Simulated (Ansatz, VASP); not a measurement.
One calculation of V4O, two programs

```
V O
1.0
     2.99718    0.00000    0.00000
     0.00000    2.99718    0.00000
     0.00000    0.00000   21.33338
V O
4 1
Direct
  0.50000 0.50000 0.18750
  0.00000 0.00000 0.25775
  0.50000 0.50000 0.32672
  0.00000 0.00000 0.39063
  0.37500 0.37500 0.45484
```

Alike in both runs: task single point; functional PBE; k mesh 9 × 9 × 1; occupations gaussian, width 0.1 eV; no spin polarisation.

|  | VASP | Ansatz |
| --- | --- | --- |
| version | VASP 6.6.1 | Ansatz 0.2.0 |
| potentials or method | VASP PAW PBE potentials, release 64 (V_sv, O) | scalar-relativistic, plane waves, PAW |
| plane-wave cutoff (eV) | 520 | 420 |
| valence electrons in the cell | 58 | 58 |

|  | VASP | Ansatz | Ansatz less VASP |
| --- | --- | --- | --- |
| gap on the k mesh at the Fermi level (eV) | none | none | - |
| rms of the force components (eV/Å) | 1.856 | 1.863 | +0.0072 |
| work function, face that differs most (eV) | 3.76 | 3.92 | +0.162 |

Atom by atom the forces differ by 0.012 eV/Å (rms over components). A gap of «none» marks a metal or a gap that the smearing closes.

Caveats: the run has no spin polarisation, though such a crystal can be magnetic; semilocal functionals often make such compounds metallic where correlation or magnetic order opens a gap, which also shifts bond lengths.
